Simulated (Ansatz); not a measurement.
The system is SrO.

```xyz
2
Lattice="0.0000 2.5663 2.5663 2.5663 0.0000 2.5663 2.5663 2.5663 0.0000" Properties=species:S:1:pos:R:3 pbc="T T T"
Sr    2.5663    2.5663    2.5663
O     0.0000    0.0000    0.0000
```

Base run:

* Program: Ansatz 0.2.0
* Functional: BLYP
* Potentials or basis: all-electron LAPW, scalar-relativistic
* Cutoff: 217 eV (chosen from the basis error)
* Basis error allowed: 0.001 eV/atom
* k mesh: 9 × 9 × 9
* Occupations: fermi-dirac, width 0.05 eV
* Spin: no spin polarisation

Its results: band gap on the k mesh 3.51 eV, indirect (least direct gap 3.58 eV); pressure 6.2 GPa.

The run is repeated on the same cell with these changes: functional from BLYP to LDA. What comes out?

Band gap on the k mesh 3.21 eV, indirect (least direct gap 3.29 eV); pressure -3.8 GPa.

LDA binds more tightly than BLYP, so the same cell stands under less pressure.

A k mesh can miss the band edges.
